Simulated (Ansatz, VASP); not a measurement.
One calculation of La, two programs

Contents of INCAR:

```
SYSTEM = La
  ALGO = Normal
  EDIFF = 1E-6
  ENCUT = 520
  GGA = RE
  ISIF = 2
  ISMEAR = -1
  LASPH = .TRUE.
  LCHARG = .TRUE.
  LELF = .TRUE.
  LREAL = .FALSE.
  LVHAR = .TRUE.
  LWAVE = .FALSE.
  NBANDS = 18
  NELM = 80
  PREC = Accurate
  SIGMA = 0.1
```

File KPOINTS:

```
k-points
0
G
  9 9 9
  0 0 0
```

Contents of POSCAR:

```
La
1.0
    0.0000000000      3.4972765909      3.4972765909
    3.4972765909      0.0000000000      3.4972765909
    3.4972765909      3.4972765909      0.0000000000
La
2
Direct
    0.1250000000      0.1250000000      0.1250000000
    0.8750000000      0.8750000000      0.8750000000
```

Input for Ansatz:

```yaml
crystal:
  lattice:
    - [0.0, 3.4972765909, 3.4972765909]
    - [3.4972765909, 0.0, 3.4972765909]
    - [3.4972765909, 3.4972765909, 0.0]
  atoms:
    - { symbol: La, position: [0.125, 0.125, 0.125] }
    - { symbol: La, position: [0.875, 0.875, 0.875] }
hamiltonian:
  xc: revpbe
  pseudopotentials:
    kind: paw
    azcp:
      La: "pseudopotentials/La.paw.azcp"
basis:
  ecutwfc: 420
  fft_grid_basis: typed
kpoints:
  mp_grid: { grid: [9, 9, 9], shift: [0, 0, 0] }
magnetization:
  spin_polarized: false
scf:
  occupations: { method: fermi_dirac, width: 0.1 }
  lower_state_search: "off"
output:
  stress: true
  write_density: true
  write_potential: true
  elf: true
  volumetric_format: npy
```

Alike in both runs: task single point; functional revPBE; k mesh 9 × 9 × 9; occupations fermi-dirac, width 0.1 eV; no spin polarisation.

```csv
,VASP,Ansatz
version,VASP 6.6.1,Ansatz 0.2.0
potentials or method,"VASP PAW PBE potentials, release 64 (La)","plane waves (420 eV) with PAW, scalar-relativistic"
plane-wave cutoff (eV),520,420
valence electrons in the cell,22,22
```

|  | VASP | Ansatz | Ansatz less VASP |
| --- | --- | --- | --- |
| pressure (GPa) | -2.8 | -2.8 | -0.01 |

Caveats: the PAW data sets were made with another functional, which shifts forces and pressure a little (VASP). Spin-orbit coupling is left out, which matters for the levels of La.
